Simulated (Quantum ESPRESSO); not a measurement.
# Ge (Fd-3m) in Quantum ESPRESSO: reference runs, part 2 of 2

Quantum ESPRESSO 7.5. The steps go on from the part before.

## Step 3: Single point, PBEsol (atoms moved at random, drawn with an rms of 0.05 Å)

Contents of pw.in:

```
&CONTROL
  calculation = 'scf'
  prefix = 'pwscf'
  outdir = './tmp'
  pseudo_dir = './pseudo'
  tprnfor = .true.
  tstress = .true.
  disk_io = 'nowf'
/
&SYSTEM
  ibrav = 0
  nat = 2
  ntyp = 1
  ecutwfc = 45
  ecutrho = 360
  nbnd = 21
  occupations = 'smearing'
  smearing = 'fd'
  degauss = 0.00367493
/
&ELECTRONS
  conv_thr = 4d-10
  electron_maxstep = 120
  mixing_beta = 0.5
/
ATOMIC_SPECIES
Ge    72.6300 ge_pbesol_v1.4.uspp.F.UPF
CELL_PARAMETERS angstrom
   0.0000000000    2.8289100000    2.8289100000
   2.8289100000    0.0000000000    2.8289100000
   2.8289100000    2.8289100000    0.0000000000
ATOMIC_POSITIONS crystal
Ge     0.7609660000    0.7332560000    0.7533390000
Ge     0.4934450000    0.4893950000    0.5101500000
K_POINTS automatic
8 8 8 0 0 0
```

Potentials or basis: GBRV 1.5 PBEsol.

The run is started by

```
$ OMP_NUM_THREADS=1 mpirun -n 2 pw.x -nk 2 -in pw.in > pw.out
```

pw.out:

```text
This program is part of the open-source Quantum ESPRESSO suite
     for quantum simulation of materials; please cite
[... 10 lines left out ...]
     --------------------
     sticks:   dense  smooth     PW     G-vecs:    dense   smooth      PW
     Sum        1417     703    211                35149    12387    2109

     Using Slab Decomposition

     bravais-lattice index     =            0
     lattice parameter (alat)  =       7.5602  a.u.
     unit-cell volume          =     305.5512 (a.u.)^3
     number of atoms/cell      =            2
     number of atomic types    =            1
     number of electrons       =        28.00
     number of Kohn-Sham states=           21
     kinetic-energy cutoff     =      45.0000  Ry
     charge density cutoff     =     360.0000  Ry
     scf convergence threshold =      4.0E-10
     mixing beta               =       0.5000
     number of iterations used =            8  plain     mixing
     Exchange-correlation= SLA  PW   PSX  PSC
                           (   1   4  10   8   0   0   0)

     celldm(1)=   7.560195  celldm(2)=   0.000000  celldm(3)=   0.000000
     celldm(4)=   0.000000  celldm(5)=   0.000000  celldm(6)=   0.000000

     crystal axes: (cart. coord. in units of alat)
               a(1) = (   0.000000   0.707107   0.707107 )
               a(2) = (   0.707107   0.000000   0.707107 )
               a(3) = (   0.707107   0.707107   0.000000 )

     reciprocal axes: (cart. coord. in units 2 pi/alat)
               b(1) = ( -0.707107  0.707107  0.707107 )
               b(2) = (  0.707107 -0.707107  0.707107 )
               b(3) = (  0.707107  0.707107 -0.707107 )

     PseudoPot. # 1 for Ge read from file:
     ge_pbesol_v1.4.uspp.F.UPF
     Pseudo is Ultrasoft + core correction, Zval = 14.0
     Generated by new atomic code, or converted to UPF format
     Using radial grid of  873 points,  6 beta functions with:
                l(1) =   0
                l(2) =   0
                l(3) =   1
                l(4) =   1
                l(5) =   2
                l(6) =   2
     Q(r) pseudized with  8 coefficients,  rinner =    1.400   1.400   1.400
                                                       1.400   1.400

     atomic species   valence    mass     pseudopotential
     Ge               14.00    72.63000     Ge( 1.00)

     No symmetry found

   Cartesian axes

     site n.     atom                  positions (alat units)
         1        Ge     tau(   1) = (   1.0511814   1.0707753   1.0565745  )
         2        Ge     tau(   2) = (   0.7067850   0.7096488   0.6949728  )

     number of k points=   260  Fermi-Dirac smearing, width (Ry)=  0.0037

     Number of k-points >= 100: set verbosity='high' to print them.

     Dense  grid:    35149 G-vectors     FFT dimensions: (  45,  45,  45)

     Smooth grid:    12387 G-vectors     FFT dimensions: (  36,  36,  36)

     Initial potential from superposition of free atoms

     starting charge      27.9984, renormalised to      28.0000
     Starting wfcs are   18 randomized atomic wfcs +    3 random wfcs

     Self-consistent Calculation

     iteration #  1     ecut=    45.00 Ry     beta= 0.50
     Davidson diagonalization with overlap
     ethr =  1.00E-02,  avg # of iterations =  4.7

     Threshold (ethr) on eigenvalues was too large:
     Diagonalizing with lowered threshold

     Davidson diagonalization with overlap
     ethr =  1.17E-04,  avg # of iterations =  2.5

     total energy              =    -426.37962376 Ry
     estimated scf accuracy    <       0.03318645 Ry

     iteration #  2     ecut=    45.00 Ry     beta= 0.50
     Davidson diagonalization with overlap
     ethr =  1.19E-04,  avg # of iterations =  1.1

     total energy              =    -426.37876317 Ry
     estimated scf accuracy    <       0.00596735 Ry

     iteration #  3     ecut=    45.00 Ry     beta= 0.50
     Davidson diagonalization with overlap
     ethr =  2.13E-05,  avg # of iterations =  2.1

     total energy              =    -426.37902368 Ry
     estimated scf accuracy    <       0.00005756 Ry

     iteration #  4     ecut=    45.00 Ry     beta= 0.50
     Davidson diagonalization with overlap
     ethr =  2.06E-07,  avg # of iterations =  3.8

     total energy              =    -426.37903274 Ry
     estimated scf accuracy    <       0.00000210 Ry

     iteration #  5     ecut=    45.00 Ry     beta= 0.50
     Davidson diagonalization with overlap
     ethr =  7.52E-09,  avg # of iterations =  2.0

     total energy              =    -426.37903326 Ry
     estimated scf accuracy    <       0.00000024 Ry

     iteration #  6     ecut=    45.00 Ry     beta= 0.50
     Davidson diagonalization with overlap
     ethr =  8.72E-10,  avg # of iterations =  2.0

     total energy              =    -426.37903327 Ry
     estimated scf accuracy    <       0.00000004 Ry

     iteration #  7     ecut=    45.00 Ry     beta= 0.50
     Davidson diagonalization with overlap
     ethr =  1.49E-10,  avg # of iterations =  2.0

     End of self-consistent calculation

     Number of k-points >= 100: set verbosity='high' to print the bands.

     the Fermi energy is     8.3661 ev

!    total energy              =    -426.37903328 Ry
     estimated scf accuracy    <          2.1E-10 Ry
     smearing contrib. (-TS)   =      -0.00006792 Ry
     internal energy E=F+TS    =    -426.37896536 Ry

     The total energy is F=E-TS. E is the sum of the following terms:
     one-electron contribution =    -278.63191093 Ry
     hartree contribution      =     165.00048586 Ry
     xc contribution           =    -115.28066345 Ry
     ewald contribution        =    -197.46687683 Ry

     convergence has been achieved in   7 iterations

     Forces acting on atoms (cartesian axes, Ry/au):

     atom    1 type  1   force =     0.01678900   -0.01431841   -0.01505089
     atom    2 type  1   force =    -0.01678900    0.01431841    0.01505089

     Total force =     0.037773     Total SCF correction =     0.000004

     Computing stress (Cartesian axis) and pressure

          total   stress  (Ry/bohr**3)                   (kbar)     P=        5.41
   0.00003600  -0.00007321  -0.00006939            5.30      -10.77      -10.21
  -0.00007321   0.00003735   0.00008221          -10.77        5.50       12.09
  -0.00006939   0.00008221   0.00003697          -10.21       12.09        5.44

=------------------------------------------------------------------------------=
   JOB DONE.
=------------------------------------------------------------------------------=
```

Wall time 31 s (2 MPI ranks of Intel Xeon 6975P-C (Granite Rapids), shared host); peak memory 0.36 GiB.

What came out:

* Free energy: -5801.1823 eV
* Pressure: 0.5 GPa
* Largest force: 0.687 eV/Å
* Band gap on the k mesh: none (metal or under the smearing width)

Forces in eV/Å, atoms in the order of the input:
```
Ge   0.432 -0.368 -0.387
Ge  -0.432  0.368  0.387
```

Stress tensor (GPa, compression positive):
```
 0.53 -1.08 -1.02
-1.08  0.55  1.21
-1.02  1.21  0.54
```

## Step 4: Comparison with measurements

Step 2. Against the measured gap of Ge, 0.666 eV (indirect; 293 K; “Electronic and optical properties of SixGe1-x-ySny alloys lattice-matched to Ge”, 2021, arxiv:2109.02782), the calculated 0.00 eV is off by -0.67 eV. 3 values of this kind are on record (0.666 to 0.807 eV); this one was drawn at random among those near their median. Spin-orbit coupling on Ge is left out. The value is that of PBEsol on a finite k mesh, which can miss the band edges, without temperature or zero-point motion. Semilocal functionals fall short of measured gaps as a rule.
